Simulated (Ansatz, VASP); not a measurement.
Au in VASP and in Ansatz

```
Au
1.0
     0.00000    2.06152    2.06152
     2.06152    0.00000    2.06152
     2.06152    2.06152    0.00000
Au
1
Direct
  0.00000 0.00000 0.00000
```

Alike in both runs: task single point; functional r2SCAN; k mesh 13 × 13 × 13; occupations fermi-dirac, width 0.1 eV; no spin polarisation.

```csv
,VASP,Ansatz
version,VASP 6.6.1,Ansatz 0.2.0
potentials or method,"VASP PAW PBE potentials, release 64 (Au)","plane waves (600 eV) with PAW, scalar-relativistic"
plane-wave cutoff (eV),520,600
valence electrons in the cell,11,19
```

|  | VASP | Ansatz | Ansatz less VASP |
| --- | --- | --- | --- |
| pressure (GPa) | 0.3 | 0.0 | -0.28 |

The functional is the same, so the differences come from potentials, cutoffs and numerics. The two sets of potentials don't hold the same shells in valence.

Caveats: the PAW data sets were made with another functional, which shifts forces and pressure a little (VASP). The runs have no spin-orbit coupling, so splittings on Au are missing.
